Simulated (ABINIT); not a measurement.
WS2:

```xyz
3
Lattice="1.5790 0.9116 6.1633 -1.5790 0.9116 6.1633 0.0000 -1.8233 6.1633" Properties=species:S:1:pos:R:3 pbc="T T T"
W     0.0000    0.0000    0.0000
S     0.0000    0.0000   10.7427
S     0.0000    0.0000   13.8730
```

Measurements of this composition are mostly on another form, of space group No. 194.

Base run:

```yaml
Program: ABINIT 10.8.3 (patched build)
Functional: PBEsol
Potentials_or_basis: PseudoDojo NC SR PBEsol v0.4.1 standard
Cutoff: 1007 eV
k_mesh: 10 × 10 × 10
Occupations: fermi-dirac, width 0.05 eV
Spin: no spin polarisation
```

Its results: band gap on the k mesh 1.02 eV, indirect (least direct gap 2.23 eV); pressure -0.6 GPa; largest force 0.599 eV/Å.

Q: The run is repeated on the same cell with these changes: functional from PBEsol to LDA; potentials or basis from PseudoDojo NC SR PBEsol v0.4.1 standard to JTH PAW LDA v2.0; cutoff from 1007 eV to 544 eV. What comes out?

A: Band gap on the k mesh 0.99 eV, indirect (least direct gap 2.22 eV); pressure -3.8 GPa; largest force 0.582 eV/Å.

Caveats: spin-orbit coupling is left out, which moves the levels of the heavy elements.

A k mesh can miss the band edges.

Not every run made on this cell is shown here.
